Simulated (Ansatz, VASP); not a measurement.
## MoS2 in VASP and in Ansatz

```
CELL_PARAMETERS angstrom
3.14916 0.00000 0.00000
-1.57458 2.72725 0.00000
0.00000 0.00000 12.09008
ATOMIC_POSITIONS crystal
Mo 0.33333 0.66667 0.25000
Mo 0.66667 0.33333 0.75000
S 0.33333 0.66667 0.62049
S 0.66667 0.33333 0.12049
S 0.33333 0.66667 0.87951
S 0.66667 0.33333 0.37951
```

Alike in both runs: functional PBE; dispersion D3(BJ); k mesh 12 × 12 × 3; no spin polarisation.

Ansatz relaxed the structure, and its values are those at the end. VASP's run is a single point on that final structure, the one shown.

```csv
,VASP,Ansatz
version,VASP 6.6.1,Ansatz 0.2.0
potentials or method,"VASP PAW PBE potentials, release 64 (Mo_sv, S)","scalar-relativistic, plane waves, PAW"
plane-wave cutoff (eV),520,420
occupations,"gaussian, width 0.01 eV",fixed
valence electrons in the cell,52,52
```

|  | VASP | Ansatz | Ansatz less VASP |
| --- | --- | --- | --- |
| gap on the k mesh at the Fermi level (eV) | 0.80 | 0.78 | -0.016 |
| least direct gap on the mesh (eV) | 1.71 | 1.70 | -0.004 |
| pressure (GPa) | -0.1 | 0.0 | +0.14 |
| rms of the force components (eV/Å) | 0.005 | 0.001 | -0.0034 |
| dispersion energy (meV/atom) | -437.6 | -437.7 | -0.10 |

Caveats: an odd mesh through Γ misses points on the zone boundary, where band edges often lie. Expect the measured gap to be larger: semilocal functionals such as PBE lack the derivative discontinuity.
